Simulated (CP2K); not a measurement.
# Sn (I4_1/amd) in CP2K: reference runs, part 2 of 2

CP2K 2026.2. The steps go on from the part before.

**6. Single point, PBEsol, 26.54 Å³/atom (volume scaled by 0.96)**

The input, sn_eos.inp:

```
&GLOBAL
  PROJECT sn_eos
  RUN_TYPE ENERGY_FORCE
  PRINT_LEVEL LOW
&END GLOBAL
&FORCE_EVAL
  METHOD QS
  STRESS_TENSOR ANALYTICAL
  &DFT
    BASIS_SET_FILE_NAME BASIS_MOLOPT_UZH
    POTENTIAL_FILE_NAME POTENTIAL_UZH
    WFN_RESTART_FILE_NAME previous-RESTART.kp
    &MGRID
      CUTOFF 450
      REL_CUTOFF 60
      NGRIDS 4
    &END MGRID
    &QS
      METHOD GPW
      EPS_DEFAULT 1.0E-10
    &END QS
    &KPOINTS
      SCHEME MONKHORST-PACK 9 9 9
      GAMMA_CENTERED T
      SYMMETRY T
      SYMMETRY_BACKEND SPGLIB
    &END KPOINTS
    &SCF
      SCF_GUESS RESTART
      EPS_SCF 1.0E-6
      MAX_SCF 100
      ADDED_MOS 10
      CHOLESKY OFF
      EPS_EIGVAL 1.0E-7
      &DIAGONALIZATION ON
        ALGORITHM STANDARD
      &END DIAGONALIZATION
      &MIXING ON
        METHOD BROYDEN_MIXING
        ALPHA 0.4
        BETA 1.5
        NBUFFER 8
      &END MIXING
      &SMEAR ON
        METHOD FERMI_DIRAC
        ELECTRONIC_TEMPERATURE [K] 580.226
      &END SMEAR
    &END SCF
    &XC
      &XC_FUNCTIONAL
        &GGA_X_PBE_SOL
        &END GGA_X_PBE_SOL
        &GGA_C_PBE_SOL
        &END GGA_C_PBE_SOL
      &END XC_FUNCTIONAL
    &END XC
    &PRINT
      &KPOINTS ON
      &END KPOINTS
      &MULLIKEN ON
      &END MULLIKEN
      &MO ON
        ENERGIES T
        OCCUPATION_NUMBERS T
        &EACH
          QS_SCF 0
        &END EACH
        ADD_LAST NUMERIC
      &END MO
    &END PRINT
  &END DFT
  &SUBSYS
    &CELL
      ABC 4.3947449260 4.3947449260 4.3947449261
      ALPHA_BETA_GAMMA 97.4046863282 97.4046863285 137.9231435340
      PERIODIC XYZ
    &END CELL
    &COORD
      Sn  0.0000000000 0.0000000000 0.0000000000
      Sn  2.1973724630 0.0000000000 2.0508953058
    &END COORD
    &KIND Sn
      BASIS_SET TZVP-MOLOPT-PBE-GTH-q4
      POTENTIAL GTH-PBE-q4
    &END KIND
    &PRINT
      &ATOMIC_COORDINATES ON
      &END ATOMIC_COORDINATES
      &CELL ON
      &END CELL
    &END PRINT
  &END SUBSYS
  &PRINT
    &FORCES ON
    &END FORCES
    &STRESS_TENSOR ON
    &END STRESS_TENSOR
  &END PRINT
&END FORCE_EVAL
```

Potentials or basis: POTENTIAL_UZH Sn GTH-PBE-q4; TZVP-MOLOPT-PBE-GTH basis.

Run with:

```sh
OMP_NUM_THREADS=1 cp2k.psmp -i sn_eos.inp -o sn_eos.out
```

It took 38 s on 1 thread of Arm Neoverse V1, shared host; peak memory 0.31 GiB.

It converged, with:

| Item | Value |
| --- | --- |
| Free energy | -189.5744 eV |
| Pressure | 4.3 GPa |
| Band gap on the k mesh | none (metal or under the smearing width) |

Caveat: the potentials were made for another functional, which shifts forces and pressure; the basis of atomic orbitals isn't converged, which shifts pressures, moduli and gaps.

**7. Single point, PBEsol, 28.76 Å³/atom (volume scaled by 1.04)**

Edit sn_eos.inp of step 6 so:

```diff
@@ -73,4 +73,4 @@
     &CELL
-      ABC 4.3947449260 4.3947449260 4.3947449261
-      ALPHA_BETA_GAMMA 97.4046863282 97.4046863285 137.9231435340
+      ABC 4.5135789371 4.5135789370 4.5135789371
+      ALPHA_BETA_GAMMA 97.4046863291 97.4046863274 137.9231435350
       PERIODIC XYZ
@@ -79,3 +79,3 @@
       Sn  0.0000000000 0.0000000000 0.0000000000
-      Sn  2.1973724630 0.0000000000 2.0508953058
+      Sn  2.2567894686 -0.0000000000 2.1063515653
     &END COORD
```

Run with:

```sh
OMP_NUM_THREADS=1 cp2k.psmp -i sn_eos.inp -o sn_eos.out
```

It took 46 s on 1 thread of Arm Neoverse V1, shared host; peak memory 0.3 GiB.

It converged, with:

| Property | Result |
| --- | --- |
| Free energy | -189.6254 eV |
| Pressure | -0.3 GPa |
| Band gap on the k mesh | none (metal or under the smearing width) |

Caveat: the potentials were made for another functional, which shifts forces and pressure; the basis of atomic orbitals isn't converged, which shifts pressures, moduli and gaps.

**8. Single point, PBEsol, 25.99 Å³/atom (volume scaled by 0.94)**

Edit sn_eos.inp of step 7 so:

```diff
@@ -73,4 +73,4 @@
     &CELL
-      ABC 4.5135789371 4.5135789370 4.5135789371
-      ALPHA_BETA_GAMMA 97.4046863291 97.4046863274 137.9231435350
+      ABC 4.3640114385 4.3640114385 4.3640114386
+      ALPHA_BETA_GAMMA 97.4046863286 97.4046863279 137.9231435339
       PERIODIC XYZ
@@ -79,3 +79,3 @@
       Sn  0.0000000000 0.0000000000 0.0000000000
-      Sn  2.2567894686 -0.0000000000 2.1063515653
+      Sn  2.1820057193 0.0000000000 2.0365529113
     &END COORD
```

Run with:

```sh
OMP_NUM_THREADS=1 cp2k.psmp -i sn_eos.inp -o sn_eos.out
```

Run time: 47 s. Hardware: 1 thread of Arm Neoverse V1, shared host; peak memory 0.31 GiB.

Results (log left out):

```
Free energy            : -189.5393 eV
Pressure               : 5.9 GPa
Band gap on the k mesh : none (metal or under the smearing width)
```

Caveat: the potentials were made for another functional, which shifts forces and pressure; the basis of atomic orbitals isn't converged, which shifts pressures, moduli and gaps.

**9. Single point, PBEsol, 29.31 Å³/atom (volume scaled by 1.06)**

Edit sn_eos.inp of step 8 so:

```diff
@@ -73,4 +73,4 @@
     &CELL
-      ABC 4.3640114385 4.3640114385 4.3640114386
-      ALPHA_BETA_GAMMA 97.4046863286 97.4046863279 137.9231435339
+      ABC 4.5423286226 4.5423286226 4.5423286226
+      ALPHA_BETA_GAMMA 97.4046863293 97.4046863274 137.9231435338
       PERIODIC XYZ
@@ -79,3 +79,3 @@
       Sn  0.0000000000 0.0000000000 0.0000000000
-      Sn  2.1820057193 0.0000000000 2.0365529113
+      Sn  2.2711643114 0.0000000000 2.1197681791
     &END COORD
```

Potentials or basis: POTENTIAL_UZH Sn GTH-PBE-q4; TZVP-MOLOPT-PBE-GTH basis.

Run with:

```sh
OMP_NUM_THREADS=1 cp2k.psmp -i sn_eos.inp -o sn_eos.out
```

sn_eos.out:

```text

 CP2K| version string:                                       CP2K version 2026.2
 CP2K| Input file name                                                sn_eos.inp

 GLOBAL| Force Environment number                                              1
 GLOBAL| Basis set file name                                    BASIS_MOLOPT_UZH
 GLOBAL| Potential file name                                       POTENTIAL_UZH
 GLOBAL| MM Potential file name                                     MM_POTENTIAL
 GLOBAL| Coordinate file name                                      __STD_INPUT__
 GLOBAL| Method name                                                        CP2K
 GLOBAL| Project name                                                     sn_eos
 GLOBAL| Run type                                                   ENERGY_FORCE
 GLOBAL| FFT library                                                       FFTW3
[... 8 lines left out ...]
 GLOBAL| CPU model name                                                  UNKNOWN

 CELL| Volume [angstrom^3]:                                            58.618202
 CELL| Vector a [angstrom]:       4.542     0.000     0.000   |a| =     4.542329
 CELL| Vector b [angstrom]:      -3.372     3.044     0.000   |b| =     4.542329
 CELL| Vector c [angstrom]:      -0.585    -1.522     4.240   |c| =     4.542329
 CELL| Angle (b,c), alpha [degree]:                                    97.404686
 CELL| Angle (a,c), beta  [degree]:                                    97.404686
 CELL| Angle (a,b), gamma [degree]:                                   137.923144
 CELL| Numerically orthorhombic:                                              NO
 CELL| Periodicity                                                           XYZ

 CELL_REF| Volume [angstrom^3]:                                        58.618202
 CELL_REF| Vector a [angstrom     4.542     0.000     0.000   |a| =     4.542329
 CELL_REF| Vector b [angstrom    -3.372     3.044     0.000   |b| =     4.542329
 CELL_REF| Vector c [angstrom    -0.585    -1.522     4.240   |c| =     4.542329
 CELL_REF| Angle (b,c), alpha [degree]:                                97.404686
 CELL_REF| Angle (a,c), beta  [degree]:                                97.404686
 CELL_REF| Angle (a,b), gamma [degree]:                               137.923144
 CELL_REF| Numerically orthorhombic:                                          NO
 CELL_REF| Periodicity                                                       XYZ
[... 9 lines left out ...]
 TOTAL NUMBERS AND MAXIMUM NUMBERS

  Total number of            - Atomic kinds:                                   1
                             - Atoms:                                          2
                             - Shell sets:                                     2
                             - Shells:                                        14
                             - Primitive Cartesian functions:                  8
                             - Cartesian basis functions:                     36
                             - Spherical basis functions:                     34

  Maximum angular momentum of- Orbital basis functions:                        2
                             - Local part of the GTH pseudopotential:          0
                             - Non-local part of the GTH pseudopotential:      4

 MODULE QUICKSTEP: ATOMIC COORDINATES IN ANGSTROM

   Atom Kind Element         X             Y             Z       Z(eff)     Mass
      1    1 Sn   50      0.000000      0.000000      0.000000   4.0000 118.7100
      2    1 Sn   50      2.271164      0.000000      2.119768   4.0000 118.7100

 SCF PARAMETERS         Density guess:                                   RESTART
[... 9 lines left out ...]
                        --------------------------------------------------------
                        level_shift [a.u.]:                             0.000000
                        added MOs                                        10    0
                        --------------------------------------------------------
[... 73 lines left out ...]
 Number of independent orbital functions:                                     34

 SCF WAVEFUNCTION OPTIMIZATION

  Step     Update method      Time    Convergence         Total energy    Change
  ------------------------------------------------------------------------------
     1 NoMix/Diag. 0.40E+00    3.4     0.02129714        -6.9531236963 -6.95E+00
     2 Broy./Diag. 0.40E+00    2.4     0.00043675        -6.9749584056 -2.18E-02
     3 Broy./Diag. 0.40E+00    2.3     0.00083552        -6.9685397751  6.42E-03
     4 Broy./Diag. 0.40E+00    2.3     0.00041424        -6.9690239873 -4.84E-04
     5 Broy./Diag. 0.40E+00    2.6     0.00007878        -6.9690289366 -4.95E-06
     6 Broy./Diag. 0.40E+00    2.3     0.00001976        -6.9685469885  4.82E-04
     7 Broy./Diag. 0.40E+00    2.5     0.00000527        -6.9684499743  9.70E-05
     8 Broy./Diag. 0.40E+00    2.4     0.00000993        -6.9684163869  3.36E-05
     9 Broy./Diag. 0.40E+00    2.3     0.00000022        -6.9684142514  2.14E-06

  *** SCF run converged in     9 steps ***

  Electronic density on regular grids:         -7.9999999574        0.0000000426
  Core density on regular grids:                7.9999999964       -0.0000000036
  Total charge density on r-space grids:        0.0000000389
  Total charge density g-space grids:           0.0000000389

  Overlap energy of the core charge distribution:               0.00000000007726
  Self energy of the core charge distribution:                -14.92071625911348
  Core Hamiltonian energy:                                      3.06134477882095
  Hartree energy:                                               6.91981097935016
  Exchange-correlation energy:                                 -2.02858211442609
  Electronic entropic energy:                                  -0.00027163600740
  Fermi energy:                                                 0.16305002955218

  Total energy:                                                -6.96841425138003
  Total energy (extrapolated to T->0):                         -6.96827843337632

 MO| EIGENVALUES AND OCCUPATION NUMBERS FOR K POINT 1
 MO|
 MO|  Index      Eigenvalue [a.u.]        Eigenvalue [eV]             Occupation
 MO|      1              -0.111650              -3.038144               2.000000
 MO|      2              -0.108195              -2.944138               2.000000
 MO|      3               0.019877               0.540885               2.000000
 MO|      4               0.020757               0.564822               2.000000
 MO|      5               0.242808               6.607133               0.000000
 MO|      6               0.407672              11.093309               0.000000
 MO|      7               0.458228              12.469018               0.000000
 MO|      8               0.459358              12.499777               0.000000
 MO|      9               0.590960              16.080838               0.000000
 MO|     10               0.643287              17.504718               0.000000
 MO|     11               0.669887              18.228552               0.000000
 MO|     12               0.710771              19.341053               0.000000
 MO|     13               0.719250              19.571790               0.000000
[... 256 lines left out ...]
 MO|      4               0.063714               1.733760               2.000000
 MO|      5               0.112396               3.058459               2.000000
 MO|      6               0.248358               6.758158               0.000000
 MO|      7               0.362120               9.853796               0.000000
 MO|      8               0.404122              10.996709               0.000000
 MO|      9               0.537952              14.638421               0.000000
 MO|     10               0.584014              15.891826               0.000000
 MO|     11               0.650234              17.693778               0.000000
 MO|     12               0.683900              18.609872               0.000000
 MO|     13               0.723560              19.689063               0.000000
 MO|     14               0.806361              21.942211               0.000000
 MO| Sum:                                                              10.000000
 MO| E(Fermi):            0.163050 a.u.          4.436817 eV
 MO| Band gap:            0.048682 a.u.          1.324700 eV

 [... the levels of further k-points ...]

 !-----------------------------------------------------------------------------!
                     Mulliken Population Analysis

 #  Atom  Element  Kind  Atomic population                           Net charge
       1     Sn       1          4.000000                              0.000000
       2     Sn       1          4.000000                             -0.000000
 # Total charge                              8.000000                 -0.000000

 !-----------------------------------------------------------------------------!

 ENERGY| Total FORCE_EVAL ( QS ) energy [hartree]             -6.968415336433169

 FORCES| Atomic forces [hartree/bohr]
 FORCES|   Atom     x               y               z               |f|
 FORCES|      1  2.50433426E-10  3.03530450E-10  4.33874216E-09   4.35655038E-09
 FORCES|      2 -2.50437854E-10 -3.03567319E-10 -4.33874731E-09   4.35655833E-09
 FORCES| Sum    -4.42739784E-15 -3.68691479E-14 -5.14909207E-15
 FORCES| Total atomic force                                       3.74893194E-14

 STRESS| Analytical stress tensor [bar]
 STRESS|                        x                   y                   z
 STRESS|      x       -1.14691769123E+04  -6.71484298240E+02  -4.11841383302E-04
 STRESS|      y       -6.71484298240E+02  -1.29572038238E+04  -1.70167124845E-03
 STRESS|      z       -4.11841383302E-04  -1.70167124845E-03  -1.12109088649E+04
 STRESS| 1/3 Trace                                            -1.18790965337E+04
 STRESS| Determinant                                          -1.66098103488E+12

 STRESS| Eigenvectors and eigenvalues of the analytical stress tensor [bar]
 STRESS|                        1                   2                   3
 STRESS| Eigenvalues  -1.32154114939E+04  -1.12109692430E+04  -1.12109088640E+04
 STRESS|      x           0.358911848079      0.933364904066      0.003498737711
 STRESS|      y           0.933371461588     -0.358909323019     -0.001346306981
 STRESS|      z           0.000000866103     -0.003748827458      0.999992973121
```

It took 27 s on 1 thread of Arm Neoverse V1, shared host; peak memory 0.3 GiB.

Results:

- Free energy: -189.6202 eV
- Pressure: -1.2 GPa
- Band gap on the k mesh: none (metal or under the smearing width)

Caveat: the potentials were made for another functional, which shifts forces and pressure; the basis of atomic orbitals isn't converged, which shifts pressures, moduli and gaps.

**10. Equation of state, PBEsol**

Potentials or basis: POTENTIAL_UZH Sn GTH-PBE-q4; TZVP-MOLOPT-PBE-GTH basis.

This step only gathers the single runs of the series.

What came out:

```yaml
Equilibrium_volume: 28.58 Å³/atom
Bulk_modulus_at_fixed_shape_and_positions: 50 GPa
Pressure_derivative_of_the_bulk_modulus: 4.6
```

Energy against volume, from the lowest point:
```csv
volume (Å³/atom),energy (meV/atom)
25.991,43.07
26.544,25.52
27.097,12.93
27.650,4.78
28.203,0.60
28.756,0.00
29.309,2.61
```

Caveat: the cell was scaled at fixed shape and fractional positions, which overstates the stiffness of a crystal with free parameters, most of all of layers and chains; the potentials were made for another functional, which shifts forces and pressure; the basis of atomic orbitals isn't converged, which shifts pressures, moduli and gaps.
